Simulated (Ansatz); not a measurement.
Runs of Ansatz 0.2.0 on SnTe. It takes space group Pm-3m (No. 221, cubic). The conventional cell has a = 3.905 Å, b = 3.905 Å, c = 3.905 Å, α = 90.00°, β = 90.00°, γ = 90.00°. Te (site symmetry m-3m) is surrounded by 8 Sn at 3.38 Å. Around Sn (site symmetry m-3m) lie 8 Te at 3.38 Å. Measurements of this composition are mostly on another form, of space group No. 225.

```csv
task,level,cell,cutoff (eV),points for each segment of the path,gap on the mesh (eV),pressure (GPa),relaxed volume (Å³/atom)
relaxation of cell and atoms,revPBE,relaxed,420,-,none,0.0,29.72
band structure,r2SCAN,as given,500,14,none,-1.2,-
band structure,BLYP,as given,420,14,none,3.9,-
relaxation of cell and atoms,BLYP,relaxed,420,-,none,0.0,(a)
```

Alike in all rows: potentials or basis Ansatz PAW; no spin polarisation; k mesh 7 × 7 × 7; smearing fermi-dirac 0.05 eV.

Problem. Fill in the values left out.

Solution. (a) 33.23.

Caveats: the PAW data sets come from PBE, with cores solved anew for the run's functional, which leaves a small shift of forces and pressure; the plane-wave basis is chosen anew once the cell has moved, so the energies of steps on either side of that aren't comparable (some runs); spin-orbit coupling is left out, which moves the levels of the heavy elements (some runs).

A k mesh can miss the band edges, and the runs leave out spin-orbit coupling on Sn, Te.

A gap of «none» marks a metal or a gap under the smearing width.

Runs at the PBE level aren't shown here.
